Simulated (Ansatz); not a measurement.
# GaP (F-43m) in Ansatz: equation of state

Aim: energy against volume of GaP in PBE, for its equilibrium volume and stiffness.

Program: Ansatz 0.2.0. These are calculated values, not measurements. Logs are shortened: lines on timing, memory, paths and dates and some standing lists are left out, and cuts for length are marked.

**Measured values to compare with.**

From “Phosphorous dimerization in GaP at high pressure”, 2017, arxiv:1709.06667, for a bulk crystal of GaP: bulk modulus 87.5 ± 0.6 GPa.

How close the calculation comes is told below.

## 1. The structure

The structure is cubic, space group F-43m (No. 216). The conventional cell has a = 5.451 Å, b = 5.451 Å, c = 5.451 Å, α = 90.00°, β = 90.00°, γ = 90.00°. Ga (site symmetry -43m) has 4 P at 2.36 Å as nearest neighbours. Around P (site symmetry -43m) lie 4 Ga at 2.36 Å.

## 2. Single point, PBE, 19.03 Å³/atom (volume scaled by 0.94)

input.yaml reads:

```yaml
crystal:
  lattice:
    - [0.0, 2.6696170428, 2.6696170428]
    - [2.6696170428, 0.0, 2.6696170428]
    - [2.6696170428, 2.6696170428, 0.0]
  atoms:
    - { symbol: Ga, position: [0.0, 0.0, 0.0] }
    - { symbol: P, position: [0.75, 0.75, 0.75] }
hamiltonian:
  xc: pbe
  pseudopotentials: { kind: paw }
kpoints:
  mp_grid: { grid: [8, 8, 8] }
scf:
  occupations: { method: fermi_dirac, width: 0.05 }
output:
  forces: true
  stress: true
  eigenvalues: true
```

Potentials or basis: Ansatz PAW.

Launch:

```sh
> ansatz run input.yaml --threads 1 --pin off --max-ram 2560MiB --backend cpu --events-out ev --progress --plain --runs-dir out
```

Log:

```text
Warning: RAYON_NUM_THREADS=1 ignored (pool sized by the plan → 1); use --threads N
Engine: ansatz 0.2.0, x86_64-unknown-linux-gnu
Pseudopotentials: kind: paw
Pseudopotential: Ga, paw, valence charge 13, recommended cutoff 420 eV (normal), Ga.paw.azcp
Pseudopotential: P, paw, valence charge 5, recommended cutoff 420 eV (normal), P.paw.azcp
Functional definition: PBE
  parameter kappa = 0.804
  parameter beta = 0.06672455060314922
  exchange = pbe_x(kappa = kappa, mu = beta*pi^2/3)
  correlation = pbe_c(beta = beta)
Crystal: 2 atoms, lattice volume = 38.052 Å³
Basis set: ecut = 420 eV, 725 PW (Γ), exchange–correlation on 54×54×54 points (8 copies of the dense FFT grid, shifted against one another)
Bands: 13, of which v1, the nominal top of the filled ones, is band 9 counted from 1 (8 counted from 0)
Symmetry: 24 space group operations
Space group: F-43m (ITA 216), of the structure as read, at distance tolerance 3.4e-5 Å
k-points: 29 of 512 (time reversal used)
Non-local potential: Ga, projectors of the file, l = 0: 2, l = 1: 2, l = 2: 3, l = 3: 1
Non-local potential: P, projectors of the file, l = 0: 2, l = 1: 2, l = 2: 2
PAW form: soft (Blöchl's): semilocal exchange-correlation on the pseudo side does not see the compensation charge
PAW one-centre angular grid: Ga, 590 points (default); XC on 64 Gauss nodes
PAW one-centre angular grid: P, 110 points (default); XC on 64 Gauss nodes
Initial density: superposition of atomic densities (neutral atoms: chi_scale 0, normalization atom), corrected by the library's trained network
Initial wavefunctions: pseudopotential atomic-orbital guess
Functional: x = pbe(κ = 0.804, μ = 0.2195149727645171), c = pbe(β = 0.06672455060314922)
SCF iter   1: F=—  HF=-4539.466521 eV  |F-HF|=—  |Δ(HF+E_count)|=         —  Δρ=1.58e-3  dr2=1.18e-3  ethr=1.77e-3  ⟨swp⟩=6.1  Hψ=2489  notcnv=0
preconditioner: auto → none  [insulator: Δε(μ)=1.507 eV  Ē_g=15.787 eV  σ=0.050 eV  W_gap=1.00  n_scr=14 (ndim 8)  ℏωp=25.5 eV  f_vac=0.006  D(μ)=0.00/eV (n_scr^D=0)  ε∞_Penn≈3.6]
SCF iter   2: F=—  HF=-4539.465517 eV  |F-HF|=—  |Δ(HF+E_count)|=   1.00e-3  Δρ=1.63e-3  dr2=5.94e-4  ethr=6.55e-6  ⟨swp⟩=2.5  Hψ=938  notcnv=0
SCF iter   3: F=—  HF=-4539.465233 eV  |F-HF|=—  |Δ(HF+E_count)|=   2.85e-4  Δρ=6.61e-4  dr2=8.93e-5  ethr=3.30e-6  ⟨swp⟩=2.6  Hψ=606  notcnv=0
SCF iter   4: F=—  HF=-4539.465267 eV  |F-HF|=—  |Δ(HF+E_count)|=   3.44e-5  Δρ=2.16e-4  dr2=1.01e-5  ethr=4.96e-7  ⟨swp⟩=2.0  Hψ=642  notcnv=0
SCF iter   5: F=—  HF=-4539.465262 eV  |F-HF|=—  |Δ(HF+E_count)|=   4.75e-6  Δρ=4.93e-5  dr2=8.46e-7  ethr=5.59e-8  ⟨swp⟩=2.1  Hψ=615  notcnv=0
SCF iter   6: F=—  HF=-4539.465263 eV  |F-HF|=—  |Δ(HF+E_count)|=   1.59e-7  Δρ=3.55e-5  dr2=2.31e-7  ethr=4.70e-9  ⟨swp⟩=2.0  Hψ=486  notcnv=0
SCF iter   7: F=-4539.465263 eV  HF=-4539.465263 eV  |F-HF|=1.34e-8  |Δ(HF+E_count)|=   7.77e-8  Δρ=8.27e-6  dr2=1.19e-8  ethr=5.56e-10  ⟨swp⟩=5.9  Hψ=1846  notcnv=0
SCF 1 converged in 7 iterations: F = -4539.465263 eV  dr2 = 1.19e-8
SCF converged after 7 iterations
Free energy (F): -4539.465263 eV
Harris-Foulkes:  -4539.465263 eV  (|F-HF|=1.34e-8)
Internal energy: -4539.465263 eV  (E = F + TS)
E sigma→0 (E₀):  -4539.465263 eV
Fermi energy:    8.632701 eV
--- Per-component energies (eV) ---
  E_band       = -46.536278
  E_kinetic    = 188.355773
  E_local      = -2158.589310  (includes V_loc(G=0)·N_el)
  E_nonlocal   = 458.817855
  E_hartree    = 1001.636946
  E_xc         = -131.830499
  E_vxc        = -120.411827  (∫ρ·V_xc dr)
  E_paw        = -2557.856359  (= ΣΔE_a)
  E_vpaw       = -417.976145  (= ΣTr[D̂ρ^β])
  E_aug_tail   = -0.000120  (compensation charges beyond the density's cutoff)
  E_ewald      = -1339.999549
  E_smearing   = -0.000000  (= −TS)
  E_closure    = -0.000000  (closes the sum)
  Σ components = -4539.465263   (vs F -4539.465263, Δ=0.00e0)
--- Forces (eV/Å), atoms counted from 1 ---
  atom   1  Ga    -0.00000000     0.00000000    -0.00000000
  atom   2  P      0.00000000    -0.00000000    -0.00000000
  max |Σ_I F_I| component: 7.40e-17 eV/Å
--- Stress (GPa, compression-positive) ---
        8.726274       0.000000      -0.000000
        0.000000       8.726274       0.000000
       -0.000000       0.000000       8.726274
  P = ⅓ Tr σ = 8.7263 GPa (87.263 kbar)
--- Band table (eV; the first three rows and the last of 29) ---
  k-point 0: bands = ["-6.7546", "-6.7546", "-6.7546", "-6.6343", "-6.6343", "-5.0810", "7.8953", "7.8953", "7.8953", "10.2419", "11.7561", "11.7561", "11.7561"]
  k-point 1: bands = ["-6.7739", "-6.7488", "-6.7488", "-6.6344", "-6.6344", "-4.8604", "6.2479", "7.6415", "7.6415", "10.6760", "12.1341", "12.1341", "12.5220"]
  k-point 2: bands = ["-6.8138", "-6.7365", "-6.7365", "-6.6329", "-6.6329", "-4.2370", "3.8722", "7.1712", "7.1712", "10.2631", "12.6586", "12.6586", "14.5694"]
  k-point 28: bands = ["-6.8779", "-6.7070", "-6.6823", "-6.6534", "-6.6239", "-1.7016", "1.0699", "4.0167", "4.1636", "12.6043", "13.0217", "14.0202", "14.1723"]
```

Wall time 0.98 s (1 thread of INTEL XEON PLATINUM 8581C at 2.30GHz (Emerald Rapids), shared host); peak memory 0.34 GiB.

Results:

```yaml
Free_energy: -4539.4653 eV
Pressure: 8.7 GPa
Band_gap_on_the_k_mesh: 1.52 eV, indirect (least direct gap 2.35 eV)
```

## 3. Single point, PBE, 19.43 Å³/atom (volume scaled by 0.96)

Edit input.yaml of step 2 so:

```diff
@@ -2,5 +2,5 @@
   lattice:
-    - [0.0, 2.6696170428, 2.6696170428]
-    - [2.6696170428, 0.0, 2.6696170428]
-    - [2.6696170428, 2.6696170428, 0.0]
+    - [0.0, 2.6884177822, 2.6884177822]
+    - [2.6884177822, 0.0, 2.6884177822]
+    - [2.6884177822, 2.6884177822, 0.0]
   atoms:
```

Potentials or basis: Ansatz PAW.

Launch:

```sh
> ansatz run input.yaml --threads 1 --pin off --max-ram 2560MiB --backend cpu --events-out ev --progress --plain --runs-dir out
```

It took 0.94 s on 1 thread of INTEL XEON PLATINUM 8581C at 2.30GHz (Emerald Rapids), shared host; peak memory 0.34 GiB.

Results (log left out):

```yaml
Free_energy: -4539.5034 eV
Pressure: 6.4 GPa
Band_gap_on_the_k_mesh: 1.57 eV, indirect (least direct gap 2.17 eV)
```

## 4. Single point, PBE, 19.84 Å³/atom (volume scaled by 0.98)

Edit input.yaml of step 3 so:

```diff
@@ -2,5 +2,5 @@
   lattice:
-    - [0.0, 2.6884177822, 2.6884177822]
-    - [2.6884177822, 0.0, 2.6884177822]
-    - [2.6884177822, 2.6884177822, 0.0]
+    - [0.0, 2.7069591804, 2.7069591804]
+    - [2.7069591804, 0.0, 2.7069591804]
+    - [2.7069591804, 2.7069591804, 0.0]
   atoms:
@@ -19 +19,5 @@
   eigenvalues: true
+  write_density: true
+  write_potential: true
+  elf: true
+  volumetric_format: npy
```

Launch:

```sh
> ansatz run input.yaml --threads 1 --pin off --max-ram 2560MiB --backend cpu --events-out ev --progress --plain --runs-dir out
```

Wall time 1.3 s (1 thread of INTEL XEON PLATINUM 8581C at 2.30GHz (Emerald Rapids), shared host); peak memory 0.35 GiB.

It converged, with:

```
Free energy            : -4539.5306 eV
Pressure               : 4.4 GPa
Band gap on the k mesh : 1.61 eV, indirect (least direct gap 2.00 eV)
```

## 5. Single point, PBE, 20.24 Å³/atom

input.yaml reads:

```yaml
crystal:
  lattice:
    - [0.0, 2.72525, 2.72525]
    - [2.72525, 0.0, 2.72525]
    - [2.72525, 2.72525, 0.0]
  atoms:
    - { symbol: Ga, position: [0.0, 0.0, 0.0] }
    - { symbol: P, position: [0.75, 0.75, 0.75] }
hamiltonian:
  xc: pbe
  pseudopotentials: { kind: paw }
kpoints:
  mp_grid: { grid: [8, 8, 8] }
scf:
  occupations: { method: fermi_dirac, width: 0.05 }
output:
  forces: true
  stress: true
  eigenvalues: true
```

Launch:

```sh
> ansatz run input.yaml --threads 1 --pin off --max-ram 2560MiB --backend cpu --events-out ev --progress --plain --runs-dir out
```

Run time: 0.99 s. Hardware: 1 thread of INTEL XEON PLATINUM 8581C at 2.30GHz (Emerald Rapids), shared host; peak memory 0.34 GiB.

It converged, with:

| Quantity | Value |
| --- | --- |
| Free energy | -4539.5479 eV |
| Pressure | 2.5 GPa |
| Band gap on the k mesh | 1.64 eV, indirect (least direct gap 1.83 eV) |

## 6. Single point, PBE, 20.65 Å³/atom (volume scaled by 1.02)

Edit input.yaml of step 5 so:

```diff
@@ -2,5 +2,5 @@
   lattice:
-    - [0.0, 2.72525, 2.72525]
-    - [2.72525, 0.0, 2.72525]
-    - [2.72525, 2.72525, 0.0]
+    - [0.0, 2.7432985392, 2.7432985392]
+    - [2.7432985392, 0.0, 2.7432985392]
+    - [2.7432985392, 2.7432985392, 0.0]
   atoms:
@@ -19 +19,5 @@
   eigenvalues: true
+  write_density: true
+  write_potential: true
+  elf: true
+  volumetric_format: npy
```

Potentials or basis: Ansatz PAW.

Launch:

```sh
> ansatz run input.yaml --threads 1 --pin off --max-ram 2560MiB --backend cpu --events-out ev --progress --plain --runs-dir out
```

Run time: 1.3 s. Hardware: 1 thread of INTEL XEON PLATINUM 8581C at 2.30GHz (Emerald Rapids), shared host; peak memory 0.35 GiB.

Results (log left out):

| Property | Result |
| --- | --- |
| Free energy | -4539.5563 eV |
| Pressure | 0.8 GPa |
| Band gap on the k mesh | 1.61 eV, indirect (least direct gap 1.67 eV) |

## 7. Single point, PBE, 21.05 Å³/atom (volume scaled by 1.04)

input.yaml reads:

```yaml
crystal:
  lattice:
    - [0.0, 2.7611126653, 2.7611126653]
    - [2.7611126653, 0.0, 2.7611126653]
    - [2.7611126653, 2.7611126653, 0.0]
  atoms:
    - { symbol: Ga, position: [0.0, 0.0, 0.0] }
    - { symbol: P, position: [0.75, 0.75, 0.75] }
hamiltonian:
  xc: pbe
  pseudopotentials: { kind: paw }
kpoints:
  mp_grid: { grid: [8, 8, 8] }
scf:
  occupations: { method: fermi_dirac, width: 0.05 }
output:
  forces: true
  stress: true
  eigenvalues: true
```

Launch:

```sh
> ansatz run input.yaml --threads 1 --pin off --max-ram 2560MiB --backend cpu --events-out ev --progress --plain --runs-dir out
```

It took 0.97 s on 1 thread of INTEL XEON PLATINUM 8581C at 2.30GHz (Emerald Rapids), shared host; peak memory 0.35 GiB.

The run converged. Its results:

| Property | Result |
| --- | --- |
| Free energy | -4539.5566 eV |
| Pressure | -0.7 GPa |
| Band gap on the k mesh | 1.51 eV, direct |

## 8. Single point, PBE, 21.45 Å³/atom (volume scaled by 1.06)

Edit input.yaml of step 7 so:

```diff
@@ -2,5 +2,5 @@
   lattice:
-    - [0.0, 2.7611126653, 2.7611126653]
-    - [2.7611126653, 0.0, 2.7611126653]
-    - [2.7611126653, 2.7611126653, 0.0]
+    - [0.0, 2.7786998443, 2.7786998443]
+    - [2.7786998443, 0.0, 2.7786998443]
+    - [2.7786998443, 2.7786998443, 0.0]
   atoms:
```

Launch:

```sh
> ansatz run input.yaml --threads 1 --pin off --max-ram 2560MiB --backend cpu --events-out ev --progress --plain --runs-dir out
```

It took 0.97 s on 1 thread of INTEL XEON PLATINUM 8581C at 2.30GHz (Emerald Rapids), shared host; peak memory 0.35 GiB.

Results (log left out):

```yaml
Free_energy: -4539.5498 eV
Pressure: -2.0 GPa
Band_gap_on_the_k_mesh: 1.35 eV, direct
```

## 9. Equation of state, PBE

Potentials or basis: Ansatz PAW.

No new run: the results of the series are fitted here.

What came out:

* Equilibrium volume: 20.87 Å³/atom
* Bulk modulus: 77 GPa
* Pressure derivative of the bulk modulus: 4.5

Energy against volume, from the lowest point:
```
volume (Å³/atom)  energy (meV/atom)
          19.026              45.68
          19.431              26.59
          19.836              13.00
          20.240               4.36
          20.645               0.18
          21.050               0.00
          21.455               3.40
```

PBE usually gives volumes a little too large and moduli too small.

## 10. Against experiment

Step 9. Measured bulk modulus of GaP: 87.5 GPa (“Phosphorous dimerization in GaP at high pressure”, 2017, arxiv:1709.06667). This calculation gives 77 GPa (-12.1 %). The fit is for a static lattice scaled at fixed shape and fixed fractional positions.
